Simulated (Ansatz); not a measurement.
## GaN: pressure against volume scale

Results calculated with Ansatz 0.2.0, not measured. Periodic Kohn-Sham DFT of a crystal at fixed atoms, scaled to volume_scale times the given cell; pressure positive in compression, energy less spherical unpolarised free atoms, largest_vzz the field gradient of largest size among the nuclei.

The cell before it is scaled or strained (space group Fm-3m, No. 225):
```
cell vectors (Å)
   0.0000     1.9925     1.9925
   1.9925     0.0000     1.9925
   1.9925     1.9925     0.0000
atoms (fractions of the cell vectors)
Ga  0.50000  0.50000  0.50000
N   0.00000  0.00000  0.00000
```

Settings of every row: method all-electron PAW; functional PBEsol; relativity scalar; k mesh 13x13x13; filling fermi-dirac; smearing width 0.02 eV; nucleus gaussian.

Atom start moment: 0 on all atoms.

Limits: all rows lie far from zero pressure; cell far from its zero-pressure volume.

```csv
row,volume scale,V (Å³/atom),pressure (GPa)
1,0.94,7.436,91.666
2,0.9405,7.44,91.351
3,0.96,7.594,79.641
4,0.98,7.752,68.721
5,0.99,7.831,63.645
6,1,7.91,?
7,1.01,7.989,54.195
8,1.02,8.069,49.797
9,1.04,8.227,41.603
10,1.06,8.385,34.147
```

Question: what pressure should row 6 give?

Worked fit of pressure. Take u = (V_r/V)^(2/3) − 1 with V_r = 7.831 Å³ an atom, which is twice the finite (Eulerian) strain; such expansions in the strain, on which the Birch-Murnaghan equation of state is built, carry the rest volume and the bulk modulus. The shown rows have u = 0.03511, 0.03474, 0.0207, 0.00678, 0, -0.01323, -0.01976, -0.03235, -0.04455. Least squares give pressure = 63.662 + 737.612 × u + 1700.7 × u² GPa; a straight line predicts inner rows, each left out in turn, worse (root mean square 1.1 against 0.031 GPa). The rows lie off it by 0.010, 0.012, -0.018, -0.020, -0.017, -0.006, 0.046, 0.023, -0.030 (root mean square 0.023 GPa). The withheld row has u = -0.00667, so the fit gives 63.662 + 737.612 × (-0.00667) + 1700.7 × (-0.00667)² = 58.818 GPa.

The calculation gave 58.806 GPa. The fit lies 0.012 GPa (0.021 % of the column's range) above it; its largest miss of a shown row is 0.046 GPa.
